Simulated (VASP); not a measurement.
Crystal: Te.

```
Te
1.0
     4.45400    0.00000    0.00000
    -2.22700    3.85728    0.00000
     0.00000    0.00000    5.92400
Te
3
Direct
  0.73100 0.73100 0.00000
  0.00000 0.26900 0.66667
  0.26900 0.00000 0.33333
```

- Program: VASP 6.6.1
- Task: relaxation of cell and atoms
- Functional: PBE
- Dispersion: D3(BJ)
- Potentials or basis: VASP PAW PBE potentials, release 64 (Te)
- Cutoff: 600 eV
- k mesh: 6 × 6 × 4
- Occupations: gaussian, width 0.02 eV
- Spin: no spin polarisation

At the start: pressure -0.7 GPa; volume 33.93 Å³/atom.

Problem. Where does the relaxation end?

Solution. Over 9 steps the energy falls by 10.3 meV/atom and the volume is 32.19 Å³/atom (-5.1 %); space group P3_121 (No. 152, to 0.05 Å).

Step by step:
```tsv
step	energy change (eV)	largest force (eV/Å)	pressure (GPa)	volume (Å³)
1	0.0000	0.1554	-0.70	101.78
2	-0.0093	0.2172	0.12	99.59
3	-0.0103	0.2444	0.53	98.62
4	-0.0165	0.2032	0.46	98.20
5	-0.0281	0.0920	0.33	96.92
6	-0.0230	0.0874	0.38	94.35
7	-0.0304	0.0240	0.31	96.00
8	-0.0308	0.0013	-0.13	96.84
9	-0.0309	0.0068	0.01	96.57
```

Final structure:
```yaml
crystal:
  lattice:
    - [4.31872, 0.00000, 0.00000]
    - [-2.15936, 3.74012, 0.00000]
    - [0.00000, 0.00000, 5.97866]
  atoms:
    - { symbol: Te, position: [0.71696, 0.71696, 0.00000] }
    - { symbol: Te, position: [0.00000, 0.28304, 0.66667] }
    - { symbol: Te, position: [0.28304, 0.00000, 0.33333] }
```
